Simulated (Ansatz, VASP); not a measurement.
C: VASP beside Ansatz

```
CELL_PARAMETERS angstrom
0.00000 2.12644 3.55159
1.22810 0.00000 3.55159
1.22810 2.12644 0.00000
ATOMIC_POSITIONS crystal
C 0.16667 0.83333 0.16667
C 0.83333 0.16667 0.83333
```

Alike in both runs: functional r2SCAN; k mesh 18 × 18 × 18; occupations gaussian, width 0.1 eV; no spin polarisation.

Ansatz relaxed the structure, and its values are those at the end. VASP's run is a single point on that final structure, the one shown.

```csv
,VASP,Ansatz
version,VASP 6.6.1,Ansatz 0.2.0
potentials or method,"VASP PAW PBE potentials, release 64 (C)","scalar-relativistic, plane waves, PAW"
plane-wave cutoff (eV),520,500
valence electrons in the cell,8,8
```

Ansatz gave:

| Property | Result |
| --- | --- |
| gap on the k mesh at the Fermi level (eV) | 0.06 |
| least direct gap on the mesh (eV) | 0.11 |
| pressure (GPa) | 0.0 |

Task: Estimate VASP's values.

Result: gap on the k mesh at the Fermi level (eV): 0.06; least direct gap on the mesh (eV): 0.11; pressure (GPa): 0.7.

Caveats: the PAW data sets were made with another functional, which shifts forces and pressure a little (VASP).
